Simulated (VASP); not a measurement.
Crystal: GaSe.

```xyz
8
Lattice="3.7420 0.0000 0.0000 -1.8710 3.2407 0.0000 0.0000 0.0000 15.9190" Properties=species:S:1:pos:R:3 pbc="T T T"
Ga    0.0000    2.1604    2.8177
Ga    1.8710    1.0802   10.7772
Ga    0.0000    2.1604    5.1418
Ga    1.8710    1.0802   13.1013
Se    0.0000    2.1604    9.5514
Se    1.8710    1.0802    1.5919
Se    0.0000    2.1604   14.3271
Se    1.8710    1.0802    6.3676
```

* Program: VASP 6.6.1
* Task: relaxation of cell and atoms
* Functional: PBE
* Potentials or basis: VASP PAW PBE potentials, release 64 (Ga, Se)
* Cutoff: 300 eV
* k mesh: 6 × 6 × 1
* Occupations: gaussian, width 0.03 eV
* Spin: no spin polarisation

At the start: pressure 3.4 GPa; volume 24.13 Å³/atom.

Task: How do energy, volume and symmetry change on relaxing?

Result: Over 21 steps the energy falls by 41.3 meV/atom and the volume is 28.19 Å³/atom (+16.8 %); space group P6_3/mmc (No. 194, to 0.05 Å).

The path:
```
step  energy change (eV)  largest force (eV/Å)  pressure (GPa)  volume (Å³)
   1              0.0000                1.1910            3.44       193.04
   2             -0.2362                0.2505           -0.33       207.86
   3             -0.2447                0.2440            0.17       205.26
   4             -0.2595                0.1834            0.08       206.51
   5             -0.2679                0.0933           -0.07       208.48
   6             -0.2746                0.0972            0.12       208.58
   7             -0.2842                0.1819            0.63       208.83
   8             -0.2875                0.1638            0.57       209.30
   9             -0.2960                0.1093            0.38       210.70
  10             -0.3074                0.0528            0.03       213.49
  11             -0.3103                0.2258           -0.59       219.11
  12             -0.3122                0.1482           -0.36       216.94
  13             -0.3161                0.1371           -0.31       217.79
  14             -0.3234                0.1054           -0.16       220.16
  15             -0.3243                0.0508            0.20       224.81
  16             -0.3262                0.0694            0.03       222.57
  17             -0.3282                0.0423            0.07       223.12
  18             -0.3301                0.0172            0.16       224.38
  19             -0.3304                0.0150           -0.04       225.59
  20             -0.3305                0.0116            0.00       225.36
  21             -0.3305                0.0059           -0.01       225.49
```

Final structure:
```
CELL_PARAMETERS angstrom
3.82533 0.00000 0.00000
-1.91266 3.31283 0.00000
0.00000 0.00000 17.79378
ATOMIC_POSITIONS crystal
Ga 0.33333 0.66667 0.18058
Ga 0.66667 0.33333 0.68058
Ga 0.33333 0.66667 0.31942
Ga 0.66667 0.33333 0.81942
Se 0.33333 0.66667 0.61454
Se 0.66667 0.33333 0.11454
Se 0.33333 0.66667 0.88546
Se 0.66667 0.33333 0.38546
```

Caveat: the volume moved by over 15 % at a fixed basis, so the end points are rough; this functional lacks dispersion, which binds the layers, so the pressure and a relaxed spacing across them are unreliable, and here the layers came unbound; the volume moved by +17 % from the deposited cell, more than functionals usually miss.
